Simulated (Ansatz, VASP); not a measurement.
## Ga6As5P in two plane-wave programs

Aim: how closely do two programs agree when they are given the same cell, functional and k mesh? The cell is taken from a series of runs on this material, whose earlier steps may have relaxed, scaled, displaced or heated it; both programs get it as it stands.

Main program and level: Ansatz 0.2.0; plane waves, with VASP 6.6.1 beside it; single point at PBEsol and single point at PBEsol, spin-orbit coupling.

**1. The structure**

The cell holds 12 atoms: 6 Ga, 5 As and 1 P. Its edges and angles: a = 3.979 Å, b = 3.979 Å, c = 16.830 Å, α = 90.0°, β = 90.0°, γ = 90.0°. It derives from GaAs. The structure's axis is c.

Coordinates:

```xyz
12
Lattice="3.9793 0.0000 0.0000 0.0000 3.9793 0.0000 0.0000 0.0000 16.8298" Properties=species:S:1:pos:R:3 pbc="T T T"
Ga    0.0000    0.0000    0.6593
Ga    1.9896    1.9896    3.4957
Ga    0.0000    0.0000    6.3355
Ga    1.9896    1.9896    9.1753
Ga    0.0000    0.0000   12.0152
Ga    1.9896    1.9896   14.8515
As    1.9896    0.0000    2.0782
As    0.0000    1.9896    4.9157
As    1.9896    0.0000    7.7554
As    0.0000    1.9896   10.5952
As    1.9896    0.0000   13.4326
P     0.0000    1.9896   16.1703
```

**2. VASP: single point, PBEsol**

A single point gives forces, pressure and levels at one fixed geometry, so differences don't come from the geometry; what else differs is listed under the comparison.

Lines of VASP's logs that name or quote its potential files are left out, and so is its time.

Input file INCAR:

```
SYSTEM = Ga6As5P
PREC = Accurate
ENCUT = 400
EDIFF = 1E-06
NELM = 120
ISMEAR = -1
SIGMA = 0.02
LREAL = .FALSE.
ALGO = Normal
GGA = PS
NBANDS = 66
LORBIT = 11
LWAVE = .FALSE.
LCHARG = .FALSE.
ISIF = 2
LASPH = .TRUE.
GGA_COMPAT = .FALSE.
EFERMI = MIDGAP
KPAR = 2
```

Input file POSCAR:

```
Ga6As5P
1.0
    3.9792939425      0.0000000000      0.0000000000
    0.0000000000      3.9792939425      0.0000000000
    0.0000000000      0.0000000000     16.8298138015
Ga As P
6 5 1
Direct
    0.0000000000      0.0000000000      0.0391723872
    0.5000000000      0.5000000000      0.2077061762
    0.0000000000      0.0000000000      0.3764446862
    0.5000000000      0.5000000000      0.5451824498
    0.0000000000      0.0000000000      0.7139209597
    0.5000000000      0.5000000000      0.8824547487
    0.5000000000      0.0000000000      0.1234835605
    0.0000000000      0.5000000000      0.2920803439
    0.5000000000      0.0000000000      0.4608135680
    0.0000000000      0.5000000000      0.6295467921
    0.5000000000      0.0000000000      0.7981435755
    0.0000000000      0.5000000000      0.9608135680
```

Input file KPOINTS:

```
Automatic mesh
0
Gamma
6 6 2
0 0 0
```

Potentials, in the order of the species: Ga_d, As and P (PBE family, release 64).

On the command line:

```bash
mpirun -np 2 vasp_std
```

Numbers of over 12 decimals in the logs are rounded to 6 here.

What it wrote:

```text
[banner, memory and clock lines left out]
running    2 mpi-ranks, on    1 nodes
 distrk:  each k-point on    1 cores,    2 groups
 distr:  one band on    1 cores,    1 groups

 POSCAR found type information on POSCAR GaAsP
 POSCAR found :  3 types and      12 ions
|                                                                             |
|               ----> ADVICE to this user running VASP <----                  |
|                                                                             |
|     You enforced a specific xc type in the INCAR file but a different       |
|     [... a line on the potential file left out ...]
|     I HOPE YOU KNOW WHAT YOU ARE DOING!                                     |
|                                                                             |

 LDA part: xc-table for (Slater+PW92), standard interpolation
 POSCAR, INCAR and KPOINTS ok, starting setup
 FFT: planning ... GRIDC
 FFT: planning ... GRID_SOFT
 FFT: planning ... GRID
 WAVECAR not read
 entering main loop
       N       E                     dE             d eps       ncg     rms          rms(c)
DAV:   1     0.941747493132E+03    0.94175E+03   -0.40003E+04  2824   0.201E+03
DAV:   2     0.120124996435E+03   -0.82162E+03   -0.79150E+03  2784   0.562E+02
DAV:   3    -0.437991581264E+02   -0.16392E+03   -0.15596E+03  3116   0.176E+02
DAV:   4    -0.559504105703E+02   -0.12151E+02   -0.11976E+02  3132   0.482E+01
DAV:   5    -0.565452230127E+02   -0.59481E+00   -0.59299E+00  3414   0.107E+01    0.786E+00
DAV:   6    -0.554663404914E+02    0.10789E+01   -0.20008E+00  3816   0.139E+01    0.442E+00
DAV:   7    -0.552805491116E+02    0.18579E+00   -0.10254E+00  3146   0.405E+00    0.119E+00
DAV:   8    -0.552746176345E+02    0.59315E-02   -0.20920E-01  3210   0.436E+00    0.289E-01
DAV:   9    -0.552746298956E+02   -0.12261E-04   -0.22235E-02  3228   0.230E+00    0.119E-01
DAV:  10    -0.552750017545E+02   -0.37186E-03   -0.52898E-03  3174   0.996E-01    0.796E-02
DAV:  11    -0.552752419701E+02   -0.24022E-03   -0.14986E-03  3636   0.311E-01    0.376E-02
DAV:  12    -0.552753197874E+02   -0.77817E-04   -0.22490E-04  3032   0.209E-01    0.109E-02
DAV:  13    -0.552753256871E+02   -0.58998E-05   -0.72992E-05  3432   0.821E-02    0.103E-02
DAV:  14    -0.552753266016E+02   -0.91450E-06   -0.15177E-05  3086   0.739E-02    0.454E-03
DAV:  15    -0.552753276356E+02   -0.10340E-05   -0.61138E-06  3066   0.221E-02    0.125E-03
DAV:  16    -0.552753277464E+02   -0.11083E-06   -0.12208E-06  1836   0.109E-02
   1 F= -.55275328E+02 E0= -.55275328E+02  d E =-.398083E-08
```

OUTCAR, selected parts (step 2):

```text
ion  position               nearest neighbor table
   1  0.000  0.000  0.039-  12 2.39  12 2.39   7 2.44   7 2.44
   2  0.500  0.500  0.208-   7 2.44   7 2.44   8 2.44   8 2.44
   3  0.000  0.000  0.376-   8 2.44   8 2.44   9 2.44   9 2.44
   4  0.500  0.500  0.545-  10 2.44  10 2.44   9 2.44   9 2.44
   5  0.000  0.000  0.714-  11 2.44  11 2.44  10 2.44  10 2.44
   6  0.500  0.500  0.882-  12 2.39  12 2.39  11 2.44  11 2.44
   7  0.500  0.000  0.123-   2 2.44   2 2.44   1 2.44   1 2.44
   8  0.000  0.500  0.292-   3 2.44   3 2.44   2 2.44   2 2.44
   9  0.500  0.000  0.461-   3 2.44   3 2.44   4 2.44   4 2.44
  10  0.000  0.500  0.630-   4 2.44   4 2.44   5 2.44   5 2.44
  11  0.500  0.000  0.798-   5 2.44   5 2.44   6 2.44   6 2.44
  12  0.000  0.500  0.961-   1 2.39   1 2.39   6 2.39   6 2.39

  LATTYP: Found a simple tetragonal cell.
 ALAT       =     3.9792939425
 C/A-ratio  =     4.2293467245

 Subroutine GETGRP returns: Found  8 space group operations
 (whereof  4 operations were pure point group operations)

The static configuration has the point symmetry C_2v.
 The point group associated with its full space group is D_2d.

 Found     20 irreducible k-points:

   k-points           NKPTS =     20   k-points in BZ     NKDIM =     20   number of bands    NBANDS=     66

   dimension x,y,z NGX =    28 NGY =   28 NGZ =  112
   dimension x,y,z NGXF=    56 NGYF=   56 NGZF=  224

   ENCUT  =  400.0 eV  29.40 Ry    5.42 a.u.   6.49  6.49 27.45*2*pi/ulx,y,z

   NELECT =     108.0000    total number of electrons

 k-points in reciprocal lattice and weights: Automatic mesh
   0.00000000  0.00000000  0.00000000       0.014
   0.16666667  0.00000000  0.00000000       0.056
   0.33333333  0.00000000  0.00000000       0.056
   0.50000000  0.00000000  0.00000000       0.028
   0.16666667  0.16666667  0.00000000       0.056
   0.33333333  0.16666667  0.00000000       0.111
   0.50000000  0.16666667  0.00000000       0.056
   0.33333333  0.33333333  0.00000000       0.056
   0.50000000  0.33333333  0.00000000       0.056
[...]
0.50000000  0.33333333  0.50000000       0.056
   0.50000000  0.50000000  0.50000000       0.014

 average (electrostatic) potential at core
       1 -66.0953       2 -66.0640       3 -66.0625       4 -66.0625       5 -66.0640
       6 -66.0953       7 -50.0351       8 -50.0432       9 -50.0431      10 -50.0432
      11 -50.0352      12 -84.3573

 E-fermi :   4.2567

 k-point     1 :       0.0000    0.0000    0.0000
  band No.  band energies     occupation
    ...
     50       2.9672      2.00000
     51       2.9672      2.00000
     52       3.9209      2.00000
     53       3.9297      2.00000
     54       3.9297      2.00000
     55       4.5640      0.00000
     56       5.2158      0.00000
     57       5.2526      0.00000
     58       5.4649      0.00000
     59       5.5697      0.00000
    ...

 k-point     2 :       0.1667    0.0000    0.0000
  band No.  band energies     occupation
    ...
     50       2.9972      2.00000
     51       3.0246      2.00000
     52       3.0592      2.00000
     53       3.2314      2.00000
     54       3.8163      2.00000
     55       5.4999      0.00000
     56       5.8646      0.00000
     57       5.9267      0.00000
     58       6.0713      0.00000
     59       6.0941      0.00000
    ...

 k-point     3 :       0.3333    0.0000    0.0000
  band No.  band energies     occupation
    ...
     50       2.9186      2.00000
     51       2.9835      2.00000
     52       3.0083      2.00000
     53       3.0690      2.00000
     54       3.4183      2.00000
     55       5.1452      0.00000
     56       5.1691      0.00000
     57       6.0013      0.00000
     58       6.2322      0.00000
     59       6.2815      0.00000
    ...

  Total       -0.1745577     -0.1745577     -0.1819738      0.0000000      0.0000000      0.0000000
  in kB       -1.0494416     -1.0494416     -1.0940269      0.0000000      0.0000000      0.0000000
  external PRESSURE =      -1.0643034 kB  Pullay stress =       0.0000000 kB

  energy-cutoff  :      400.00
  volume of cell :      266.50
      direct lattice vectors                 reciprocal lattice vectors
     3.979293943  0.000000000  0.000000000     0.251300863  0.000000000  0.000000000
     0.000000000  3.979293943  0.000000000     0.000000000  0.251300863  0.000000000
     0.000000000  0.000000000 16.829813801     0.000000000  0.000000000  0.059418364

 POSITION                                       TOTAL-FORCE (eV/Angst)
 -----------------------------------------------------------------------------------
      0.00000      0.00000      0.65926         0.000000      0.000000     -0.015325
      1.98965      1.98965      3.49566         0.000000      0.000000      0.000072
      0.00000      0.00000      6.33549         0.000000      0.000000      0.000316
      1.98965      1.98965      9.17532         0.000000      0.000000     -0.000316
      0.00000      0.00000     12.01516         0.000000      0.000000     -0.000072
      1.98965      1.98965     14.85155         0.000000      0.000000      0.015325
      1.98965      0.00000      2.07821         0.000000      0.000000     -0.001014
      0.00000      1.98965      4.91566         0.000000      0.000000     -0.000053
      1.98965      0.00000      7.75541         0.000000      0.000000     -0.000000
      0.00000      1.98965     10.59516         0.000000      0.000000      0.000053
      1.98965      0.00000     13.43261         0.000000      0.000000      0.001014
      0.00000      1.98965     16.17031         0.000000      0.000000     -0.000000
 -----------------------------------------------------------------------------------
    total drift:                                0.000000      0.000000     -0.000107

  FREE ENERGIE OF THE ION-ELECTRON SYSTEM (eV)
  ---------------------------------------------------
  free  energy   TOTEN  =       -55.2753277464 eV

  energy  without entropy=      -55.2753277424  energy(sigma->0) =      -55.27532774

 total charge
# of ion       s       p       d       tot
------------------------------------------
    1        0.873   0.813  10.000  11.686
    2        0.882   0.810   9.995  11.687
    3        0.883   0.809   9.995  11.686
    4        0.883   0.809   9.995  11.686
    5        0.882   0.810   9.995  11.687
    6        0.873   0.813  10.000  11.686
    7        1.210   1.599   0.031   2.840
    8        1.211   1.595   0.032   2.838
    9        1.211   1.595   0.032   2.838
   10        1.211   1.595   0.032   2.838
   11        1.210   1.599   0.031   2.840
   12        1.022   1.481   0.000   2.503
--------------------------------------------------
tot         12.350  14.327  60.139  86.816

[... 3 further parts left out ...]
```

The run ends at a pressure of -0.11 GPa, with forces up to 0.015 eV/Å.

**3. Ansatz: single point, PBEsol**

Ansatz runs on its PAW soft_1 files.

The same cell, functional, mesh and smearing now go to Ansatz, which takes its cutoff from its data sets.

Input file input.yaml:

```yaml
crystal:
  lattice:
    - [3.9792939425, 0.0, 0.0]
    - [0.0, 3.9792939425, 0.0]
    - [0.0, 0.0, 16.8298138015]
  atoms:
    - { symbol: Ga, position: [0.0, 0.0, 0.0391723872] }
    - { symbol: As, position: [0.5, 0.0, 0.1234835605] }
    - { symbol: Ga, position: [0.5, 0.5, 0.2077061762] }
    - { symbol: As, position: [0.0, 0.5, 0.2920803439] }
    - { symbol: Ga, position: [0.0, 0.0, 0.3764446862] }
    - { symbol: As, position: [0.5, 0.0, 0.460813568] }
    - { symbol: Ga, position: [0.5, 0.5, 0.5451824498] }
    - { symbol: As, position: [0.0, 0.5, 0.6295467921] }
    - { symbol: Ga, position: [0.0, 0.0, 0.7139209597] }
    - { symbol: As, position: [0.5, 0.0, 0.7981435755] }
    - { symbol: Ga, position: [0.5, 0.5, 0.8824547487] }
    - { symbol: P, position: [0.0, 0.5, 0.960813568] }
kpoints:
  mp_grid: { grid: [6, 6, 2] }
  band_path:
    path:
      - [[0.0, 0.0, 0.0], [0.0, 0.5, 0.0], [0.5, 0.5, 0.0], [0.0, 0.0, 0.0], [0.0, 0.0, 0.5], [0.0, 0.5, 0.5], [0.5, 0.5, 0.5], [0.0, 0.0, 0.5]]
      - [[0.0, 0.5, 0.0], [0.0, 0.5, 0.5]]
      - [[0.5, 0.5, 0.0], [0.5, 0.5, 0.5]]
    npoints: 10
hamiltonian:
  xc: pbesol
  pseudopotentials: { kind: paw, azcp: { folder: soft_1 }, xc_functional: pbe }
scf:
  occupations: { method: fermi_dirac, width: 0.02 }
  n_extra_bands: 8
output:
  eigenvalues: true
  write_density: true
  write_potential: true
  elf: true
  volumetric_format: npy
```

On the command line:

```bash
ansatz run input.yaml --threads 2 --pin off --max-ram 73728MiB --backend cuda --events-out ev --progress --plain --runs-dir out --devices 1 --max-vram 13GiB
```

What it wrote:

```text
scf.n_extra_bands = 8 over 79 filled bands (N_el = 158.0): the run solves 87 bands
GPUs: using 1 of 1 available (devices: 1).
Engine: ansatz 0.2.0, x86_64-unknown-linux-gnu
Pseudopotentials: kind: paw
Pseudopotential: Ga, paw, valence charge 13, recommended cutoff 420 eV (normal), soft_1/Ga.paw.azcp
Pseudopotential: As, paw, valence charge 15, recommended cutoff 420 eV (normal), soft_1/As.paw.azcp
Pseudopotential: P, paw, valence charge 5, recommended cutoff 420 eV (normal), soft_1/P.paw.azcp
Functional definition: PBEsol
  exchange = pbesol_x
  correlation = pbesol_c
device memory: the entry about to start is reckoned to put 4.3 GiB on a device that reports 53.4 GiB free (of which the cap on the GPU budget leaves the run 13.0 GiB)
GPU FFT provider: cuFFT
GPU libraries: cuBLAS 13.8.2, cuFFT 12.4.0, cuSOLVER 12.3.4
Crystal: 12 atoms, lattice volume = 266.496 Å³
Basis set: ecut = 420 eV, 5225 PW (Γ)
Bands: 87, of which v1, the nominal top of the filled ones, is band 79 counted from 1 (78 counted from 0)
Symmetry: 8 space group operations
Space group: P-4m2 (ITA 115), of the structure as read, at distance tolerance 6.4e-5 Å
k-points: 20 of 72
Non-local potential: Ga, projectors of the file, l = 0: 2, l = 1: 2, l = 2: 3, l = 3: 1
Non-local potential: As, projectors of the file, l = 0: 2, l = 1: 2, l = 2: 3, l = 3: 1
Non-local potential: P, projectors of the file, l = 0: 2, l = 1: 2, l = 2: 1
PAW form: soft (Blöchl's): semilocal exchange-correlation on the pseudo side does not see the compensation charge
PAW frozen core: Ga, regenerated for the run's functional, and the local potential with it (the file was generated under x = pbe(κ = 0.804, μ = 0.219515), c = pbe(β = 0.066725))
PAW frozen core: As, regenerated for the run's functional, and the local potential with it (the file was generated under x = pbe(κ = 0.804, μ = 0.219515), c = pbe(β = 0.066725))
PAW frozen core: P, regenerated for the run's functional, and the local potential with it (the file was generated under x = pbe(κ = 0.804, μ = 0.219515), c = pbe(β = 0.066725))
PAW one-centre angular grid: Ga, 590 points (default); XC on 64 Gauss nodes
PAW one-centre angular grid: As, 590 points (default); XC on 64 Gauss nodes
PAW one-centre angular grid: P, 110 points (default); XC on 64 Gauss nodes
Initial density: superposition of atomic densities (chi_scale 0.1, normalization cell, long waves kept (reshape's long-wave potential 0.32 eV rms))
Initial wavefunctions: pseudopotential atomic-orbital guess
GPU buffer pool allocated for 87480 grid points (all kernels)
GPU transforms: local potential and band sums: pruned to the plane-wave sphere, on 27×27×120
Functional: x = pbesol(κ = 0.804, μ = 0.123457), c = pbesol(β = 0.046)
SCF iter   1: F=—  HF=-47269.168727 eV  |F-HF|=—  |Δ(HF+E_count)|=         —  Δρ=4.38e-2  dr2=4.00e0  ethr=3.10e-3  ⟨swp⟩=6.5  Hψ=6828  notcnv=0
preconditioner: auto → Resta (q_TF=auto, 2.501 Å⁻¹)  ε∞=4.1  [insulator: Δε(μ)=0.530 eV  Ē_g=13.401 eV  σ=0.020 eV  W_gap=1.00  n_scr=84 (ndim 8)  ℏωp=23.6 eV  f_vac=0.000  D(μ)=0.00/eV (n_scr^D=0)  ε∞_Penn≈4.1]
SCF iter   2: F=—  HF=-47268.574055 eV  |F-HF|=—  |Δ(HF+E_count)|=   5.95e-1  Δρ=2.42e-2  dr2=1.06e0  ethr=2.53e-3  ⟨swp⟩=2.1  Hψ=2229  notcnv=0  defer=53
SCF iter   3: F=—  HF=-47268.369217 eV  |F-HF|=—  |Δ(HF+E_count)|=   2.05e-1  Δρ=5.99e-3  dr2=4.95e-1  ethr=6.72e-4  ⟨swp⟩=3.2  Hψ=2472  notcnv=0  defer=52
SCF iter   4: F=—  HF=-47268.308253 eV  |F-HF|=—  |Δ(HF+E_count)|=   6.10e-2  Δρ=1.98e-3  dr2=1.39e-2  ethr=3.14e-4  ⟨swp⟩=2.8  Hψ=2292  notcnv=0  defer=53
SCF iter   5: F=—  HF=-47268.313708 eV  |F-HF|=—  |Δ(HF+E_count)|=   5.45e-3  Δρ=9.20e-4  dr2=2.67e-3  ethr=8.79e-6  ⟨swp⟩=2.2  Hψ=3175  notcnv=0  defer=57
SCF iter   6: F=—  HF=-47268.313950 eV  |F-HF|=—  |Δ(HF+E_count)|=   2.42e-4  Δρ=3.79e-4  dr2=3.17e-4  ethr=1.69e-6  ⟨swp⟩=2.0  Hψ=3333  notcnv=0  defer=57
SCF iter   7: F=—  HF=-47268.313535 eV  |F-HF|=—  |Δ(HF+E_count)|=   4.15e-4  Δρ=9.75e-5  dr2=2.14e-5  ethr=2.01e-7  ⟨swp⟩=2.0  Hψ=2763  notcnv=0  defer=57
SCF iter   8: F=—  HF=-47268.314173 eV  |F-HF|=—  |Δ(HF+E_count)|=   6.38e-4  Δρ=4.11e-5  dr2=3.08e-6  ethr=1.35e-8  ⟨swp⟩=2.0  Hψ=3269  notcnv=0  defer=57
SCF iter   9: F=—  HF=-47268.314179 eV  |F-HF|=—  |Δ(HF+E_count)|=   5.67e-6  Δρ=1.40e-5  dr2=3.78e-7  ethr=1.95e-9  ⟨swp⟩=2.0  Hψ=3263  notcnv=0  defer=57
SCF iter  10: F=-47268.314179 eV  HF=-47268.314179 eV  |F-HF|=3.09e-9  |Δ(HF+E_count)|=   3.94e-7  Δρ=2.93e-6  dr2=2.75e-8  ethr=6.33e-11  ⟨swp⟩=9.9  Hψ=6927  notcnv=0
SCF 1 converged in 10 iterations: F = -47268.314179 eV  dr2 = 2.75e-8
  greatest PAW one-centre occupation: 0.999 electrons in one spin orbital (limit 2), on the As atom at site 5 (counted from 0), in its partial waves of l = 2
device memory: the entry about to start is reckoned to put 3.6 GiB on a device that reports 55.5 GiB free (of which the cap on the GPU budget leaves the run 13.0 GiB)
NSCF: frozen V_eff on 93 k-points
SCF converged after 10 iterations
Free energy (F): -47268.314179 eV
Harris-Foulkes:  -47268.314179 eV  (|F-HF|=3.09e-9)
Internal energy: -47268.314179 eV  (E = F + TS)
E sigma→0 (E₀):  -47268.314179 eV
Fermi energy:    7.998207 eV
--- Per-component energies (eV) ---
  E_band       = -1681.194563
  E_kinetic    = 1229.958185
  E_local      = -20862.011450  (includes V_loc(G=0)·N_el)
  E_nonlocal   = -2479.605938
  E_hartree    = 12107.130379
  E_xc         = -799.576502
  E_vxc        = -766.779858  (∫ρ·V_xc dr)
  E_paw        = -22111.615030  (= ΣΔE_a)
  E_vpaw       = -3017.004150  (= ΣTr[D̂ρ^β])
  E_aug_tail   = -0.001287  (compensation charges beyond the density's cutoff)
  E_ewald      = -14362.648658
  E_core_change = 10.056122  (= ΣΔE_core)
  E_smearing   = -0.000000  (= −TS)
  E_closure    = 0.000000  (closes the sum)
  Σ components = -47268.314179   (vs F -47268.314179, Δ=0.00e0)
--- Band table (eV; the first three rows and the last of 20) ---
  k-point 0: bands = [... 75 lower, 6.7160, 7.6676, 7.6759, 7.6759, 8.3008, 8.9688, 9.0037, 9.2195, ... 4 higher]
  k-point 1: bands = [... 75 lower, 7.2716, 7.2716, 7.4021, 7.4021, 8.9004, 8.9717, 9.3721, 9.4652, ... 4 higher]
  k-point 2: bands = [... 75 lower, 6.7732, 6.8078, 6.9804, 7.5628, 9.2518, 9.6077, 9.6766, 9.8194, ... 4 higher]
  k-point 19: bands = [... 75 lower, 4.7473, 4.7651, 4.7977, 4.8224, 9.4448, 9.5716, 9.5929, 9.7321, ... 4 higher]
```

In the SCF lines HF is the Harris–Foulkes energy and dr2 the Hartree energy of the density residual, in eV; the loop may stop once dr2 is under the threshold and the program's other checks hold. Hψ counts applications of the Hamiltonian.

**4. Differences**

Known differences besides the potentials themselves: the data sets hold 158 valence electrons in Ansatz (on its PAW soft_1 files) and 108 in VASP; the cutoff is 420 eV in Ansatz and 400 eV in VASP; Ansatz makes its cores anew for this functional, VASP keeps those of its PBE data sets. Total energies have different zeros and are not compared.

Both answers:

| quantity | Ansatz | VASP | difference |
| --- | --- | --- | --- |
| gap on the k mesh (eV) | 0.625 | 0.634 | -0.009 |

A gap on the mesh is an upper bound, since the band edges may lie between its points.

(Continued in part 2 of 2.)

[Lines on the potential files, build, host, timing and source positions are cut from VASP's logs without a mark.]

[Logs are printed without paths, hosts, clocks, repeated set-up lines and the standing remarks that a program may print on its own settings, such as how far it seeks lower states.]

[Hosts, paths, dates, database ids (printed as entryN), source tags and the programs' standing remarks are cut or masked in the printed files.]
